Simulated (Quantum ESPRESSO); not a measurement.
The system is ZrSe2.

```xyz
3
Lattice="3.7980 0.0000 0.0000 -1.8990 3.2892 0.0000 0.0000 0.0000 6.1920" Properties=species:S:1:pos:R:3 pbc="T T T"
Zr    0.0000    0.0000    0.0000
Se    1.8990    1.0964    4.6440
Se    0.0000    2.1928    1.5480
```

Program: Quantum ESPRESSO 7.5. Alike in all runs: task band structure; no spin polarisation; cell as given; k mesh 8 × 8 × 5; cutoff (eV) 1170; smearing fermi-dirac 0.05 eV.

Problem. Order these runs on this cell by their pressure, lowest first.
A. level PBEsol; potentials or basis PseudoDojo 0.4.1 SR PBEsol standard
B. level LDA; potentials or basis PseudoDojo 0.4.1 SR LDA standard; form of the LDA correlation PW92
C. level PBE; potentials or basis PseudoDojo 0.4.1 SR PBE standard

Solution. B (-3.1 GPa), A (-1.2 GPa), C (2.0 GPa).

Caveats: this functional lacks dispersion, which binds the layers, so the pressure and a relaxed spacing across them are unreliable (some runs).
